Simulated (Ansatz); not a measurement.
**Energies and gaps of 3 cells of MgH2**

3 cells of MgH2 were relaxed with r2SCAN in the PAW code Ansatz. Computed values for non-magnetic cells; some structures come from databases, others from prototypes and may be hypothetical.

- fluorite: the symmetry is Fm-3m (No. 225, cubic); conventional cell a = 4.730 Å, 8.82 Å³ an atom. Mg has 8 H at 2.05 Å; H has 4 Mg at 2.05 Å.
- rutile: it is tetragonal, P4_2/mnm (No. 136); conventional cell a = 4.485 Å, c = 2.996 Å, 10.05 Å³ an atom. Mg is surrounded by 6 H at 1.93–1.94 Å; H is surrounded by 3 Mg at 1.93–1.94 Å.
- database Pbca (24 atoms): the symmetry is Pbca (No. 61, orthorhombic); a = 4.742 Å, b = 9.294 Å, c = 4.869 Å in the conventional setting, 8.94 Å³ an atom. Mg has 7 H at 1.90–2.16 Å; H has 4 Mg at 1.99–2.16 Å; H has 3 Mg at 1.90–2.05 Å.

Energies are counted from the lowest cell, each relaxed with the functional named (k spacing about 0.3 1/Å); gaps are on the r2SCAN cells (d direct, i indirect).

| structure | space group | volume (Å³/atom) | E, r2SCAN (meV/atom) | E, PBE (meV/atom) | gap, r2SCAN (eV) |
| --- | --- | --- | --- | --- | --- |
| fluorite | Fm-3m | 8.82 | 112 | 110 | none (overlap 0.90) |
| rutile | P4_2/mnm | 10.05 | 0 | 0 | 4.38 i ((0.156, 0.156, -0.086) → A–Z (0.21)) |
| database Pbca (24 atoms) | Pbca | 8.94 | 47 | 42 | 2.59 d (Γ) |

Among these cells the lowest with r2SCAN is rutile, 47 meV an atom below the next, database Pbca (24 atoms). Other structures, not computed here, could lie lower. PBE agrees on the lowest cell.

Against rutile (r2SCAN gap 4.38 eV): database Pbca (24 atoms) -1.79 eV at -11.0 % volume.

Where bands overlap the cell is a metal at that level, and these k meshes limit energies, forces and stress.

Where an edge lies off the special points, it is a point of the mesh or the k point where a search put PBE's edge or least direct gap, reused for the other functionals, whose own edges may lie a little apart.

Coordinates of k points refer to the reciprocal vectors of the primitive cell of the runs.
